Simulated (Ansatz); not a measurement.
## Ga₂O₃: checking a database structure before trusting its electric field gradients

The cell is a COD entry (perhaps calculated rather than measured) (listed for 52.0 GPa), atoms as given.

Space group Pbcn (No. 60); a = 6.9420, b = 4.7320, c = 4.8550 Å.

```
site  Wyckoff  site symmetry       x       y       z
  Ga       8d              1  0.1129  0.7500  0.0406
  O9       8d              1  0.8519  0.6339  0.1212
 O17       4c            .2.  0.0000  0.0417  0.2500
```

One atom of each set is listed.

Level of theory: DFT, PBE, plane waves and PAW (field gradients read without the response of the frozen cores, which leaves them typically 4 to 6 % off), scalar-relativistic, 420 eV cutoff, Γ-centred 3×5×4 k-points, Fermi–Dirac smearing 0.02 eV (Ansatz 0.2.0).

(1) Do the atoms and the cell lie near the calculated equilibrium?

## Answers

(1) No. The largest force is 5.0 eV/Å, on atom 10 (O: 4 Ga at 1.75–1.99 Å; also 4 Ga at 2.96–3.28 Å), and the pressure is 74.8 GPa. Such values can come from a cell under pressure, imprecise or misplaced coordinates, missing atoms or a wrong setting of the space group; the run alone doesn't tell which, and gradients calculated on this entry can't be taken for those of the compound at ambient conditions.
